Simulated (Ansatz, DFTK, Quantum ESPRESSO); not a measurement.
**Rb: programs and potentials compared**

```
CELL_PARAMETERS angstrom
-2.80250 2.80250 2.80250
2.80250 -2.80250 2.80250
2.80250 2.80250 -2.80250
ATOMIC_POSITIONS crystal
Rb 0.00000 0.00000 0.00000
```

Alike in all runs: task band structure; functional PBEsol; k mesh 7 × 7 × 7; occupations fermi-dirac, width 0.05 eV; no spin polarisation; no spin-orbit coupling. Pressure is positive in compression and, in plane waves, holds the error of the finite cutoff, which Ansatz's Pulay term estimates and takes out.

```json
{"program and potentials": "Ansatz, PAW datasets made for the crystal", "plane-wave cutoff (eV)": "180", "notes": "-", "pressure (GPa)": "-0.06"}
{"program and potentials": "Ansatz, all-electron LAPW, scalar-relativistic", "plane-wave cutoff (eV)": "-", "notes": "-", "pressure (GPa)": "-0.06"}
{"program and potentials": "Quantum ESPRESSO, PseudoDojo 0.4.1 SR PBEsol standard", "plane-wave cutoff (eV)": "626", "notes": "-", "pressure (GPa)": "-0.07"}
{"program and potentials": "DFTK, SG15 1.2 (PBE)", "plane-wave cutoff (eV)": "952", "notes": "potentials made for PBE", "pressure (GPa)": "-0.06"}
```

The pressure spans -0.07 (Quantum ESPRESSO, PseudoDojo 0.4.1 SR PBEsol standard) to -0.06 GPa (Ansatz, all-electron LAPW, scalar-relativistic), with all-electron results at -0.06.

Differences between rows come from potentials, basis sets and numerical settings, since the functional is the same but for its coding. Runs on potential files found faulty are left out.
